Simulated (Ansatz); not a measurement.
Runs of Ansatz 0.2.0 on CaO. Symmetry: Fm-3m, No. 225, cubic system. Conventional cell: a = 4.807 Å, b = 4.807 Å, c = 4.807 Å, α = 90.00°, β = 90.00°, γ = 90.00°. Ca (site symmetry m-3m) has 6 O at 2.40 Å as nearest neighbours. O (site symmetry m-3m) is surrounded by 6 Ca at 2.40 Å. The cell is a database's computed one.

```tsv
task	level	cell	k mesh	smearing	q mesh	points for each segment of the path	atoms under strain	gap on the mesh (eV)	pressure (GPa)	relaxed volume (Å³/atom)
single point	PBE	as given	10 × 10 × 10	gaussian 0.03 eV	-	-	-	3.66	1.6	-
Born charges and dielectric tensor	LDA	as given	10 × 10 × 10	fixed	-	-	-	3.49	-	-
phonons	PBE	as given	7 × 7 × 7	fixed	2 × 2 × 2	8	-	3.75	-	-
single point	PBE	as given	10 × 10 × 10	gaussian 0.029 eV	-	-	-	3.66	1.6	-
elastic constants	LDA	as given	7 × 7 × 7	fixed	-	-	relaxed	3.58	-7.0	-
phonons	LDA	as given	7 × 7 × 7	fixed	2 × 2 × 2	8	-	3.58	-	-
relaxation of cell and atoms	BLYP+D4	relaxed	10 × 10 × 10	fermi-dirac 0.05 eV	-	-	-	3.75	0.0	13.93
relaxation of cell and atoms	BLYP+D3(BJ)	relaxed	10 × 10 × 10	fermi-dirac 0.05 eV	-	-	-	3.75	0.0	(a)
```

Alike in all rows: potentials or basis Ansatz PAW; no spin polarisation; cutoff (eV) 420.

Question: Estimate the missing entries.

Answer: (a) 13.51.

Caveats: the PAW data sets come from PBE, with cores solved anew for the run's functional, which leaves a small shift of forces and pressure (some runs); odd divisions of the mesh miss points on the zone boundary, where band edges often lie, so the gap on the mesh can be too wide (some runs); the plane-wave basis is chosen anew once the cell has moved, so the energies of steps on either side of that aren't comparable (some runs); the cell is more than 3 GPa from zero pressure, which shifts response properties (some runs).

A k mesh can miss the band edges.
